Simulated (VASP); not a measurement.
Write the native input for VASP 6.6.1 that does the following.

* Task: band structure
* Functional: PBE
* Dispersion: D3(BJ)
* Potentials or basis: VASP PAW PBE potentials, release 64 (Li_sv, F)
* Cutoff: 520 eV
* k mesh: 12 × 12 × 12
* Occupations: gaussian, width 0.02 eV
* Spin: no spin polarisation
* Further INCAR settings: ALGO = Fast; EDIFF = 1e-06; NBANDS = 12

Crystal: LiF.

```
CELL_PARAMETERS angstrom
0.00000 1.99213 1.99213
1.99213 0.00000 1.99213
1.99213 1.99213 0.00000
ATOMIC_POSITIONS crystal
Li 0.00000 0.00000 0.00000
F 0.50000 0.50000 0.50000
```

The cell was built by a generator and needn't be a form met in nature.

One way to write it, as run:

POSCAR

```
LiF                                     
1.0
    0.0000000000      1.9921332837      1.9921332837
    1.9921332837      0.0000000000      1.9921332837
    1.9921332837      1.9921332837      0.0000000000
  Li              F             
     1     1
Direct
     0.0000000000000000    0.0000000000000000    0.0000000000000000
     0.5000000000000000    0.5000000000000000    0.5000000000000000
```

INCAR.step1

```
SYSTEM = LiF
PREC     = Accurate       ! precision mode
ENCUT    = 520            ! plane-wave cutoff, eV
EDIFF    = 1E-6           ! SCF threshold, eV
ISMEAR   = 0              ! smearing method
SIGMA    = 0.02           ! smearing width, eV
LREAL    = .FALSE.        ! projectors in reciprocal space
LASPH    = .TRUE.         ! aspherical terms in the spheres
NELM     = 80             ! most SCF steps
ALGO     = Fast           ! electronic algorithm
ISIF     = 2              ! what is computed and relaxed
LWAVE    = .FALSE.        ! write WAVECAR
LCHARG   = .TRUE.         ! write CHGCAR
GGA      = PE             ! functional
IVDW     = 12             ! dispersion correction
NBANDS   = 12             ! bands
```

KPOINTS.step1

```
Automatic mesh
0
G
  12 12 12
  0 0 0
```

INCAR.step2

```
SYSTEM = LiF
PREC     = Accurate       ! precision mode
ENCUT    = 520            ! plane-wave cutoff, eV
EDIFF    = 1E-6           ! SCF threshold, eV
ISMEAR   = 0              ! smearing method
SIGMA    = 0.05           ! smearing width, eV
LREAL    = .FALSE.        ! projectors in reciprocal space
LASPH    = .TRUE.         ! aspherical terms in the spheres
NELM     = 80             ! most SCF steps
ALGO     = Fast           ! electronic algorithm
ISIF     = 2              ! what is computed and relaxed
LWAVE    = .FALSE.        ! write WAVECAR
LCHARG   = .FALSE.        ! write CHGCAR
GGA      = PE             ! functional
IVDW     = 12             ! dispersion correction
NBANDS   = 12             ! bands
ICHARG   = 11             ! starting density
```

KPOINTS.step2

```
path GXWKGLUWLK,UX
20
line-mode
reciprocal
 0.0000000000  0.0000000000  0.0000000000  G
 0.5000000000  0.0000000000  0.5000000000  X

 0.5000000000  0.0000000000  0.5000000000  X
 0.5000000000  0.2500000000  0.7500000000  W

 0.5000000000  0.2500000000  0.7500000000  W
 0.3750000000  0.3750000000  0.7500000000  K

 0.3750000000  0.3750000000  0.7500000000  K
 0.0000000000  0.0000000000  0.0000000000  G

 0.0000000000  0.0000000000  0.0000000000  G
 0.5000000000  0.5000000000  0.5000000000  L

 0.5000000000  0.5000000000  0.5000000000  L
 0.6250000000  0.2500000000  0.6250000000  U

 0.6250000000  0.2500000000  0.6250000000  U
 0.5000000000  0.2500000000  0.7500000000  W

 0.5000000000  0.2500000000  0.7500000000  W
 0.5000000000  0.5000000000  0.5000000000  L

 0.5000000000  0.5000000000  0.5000000000  L
 0.3750000000  0.3750000000  0.7500000000  K

 0.6250000000  0.2500000000  0.6250000000  U
 0.5000000000  0.0000000000  0.5000000000  X
```

Potentials or basis: VASP PAW PBE potentials, release 64 (Li_sv, F).

Command:

```sh
$ cat potpaw_PBE.64/Li_sv/POTCAR potpaw_PBE.64/F/POTCAR > POTCAR
$ cp INCAR.step1 INCAR
$ cp KPOINTS.step1 KPOINTS
$ mpirun -np 1 vasp_std > vasp.out
$ cp INCAR.step2 INCAR
$ cp KPOINTS.step2 KPOINTS
$ mpirun -np 1 vasp_std > vasp.out
```

Results of the run:

| Quantity | Value |
| --- | --- |
| Band gap on the k mesh | 9.39 eV, direct |
| Band gap along the path | 9.39 eV, direct |
| Dispersion energy per atom | -0.185 eV |

Caveat: the log is that of the step along the path at fixed density, whose energy, stress, charges and moments have no meaning.

It took 27 s on 1 thread of Intel(R) Xeon(R) Platinum 8488C (Sapphire Rapids), with other jobs on the host, peak memory 0.16 GiB.
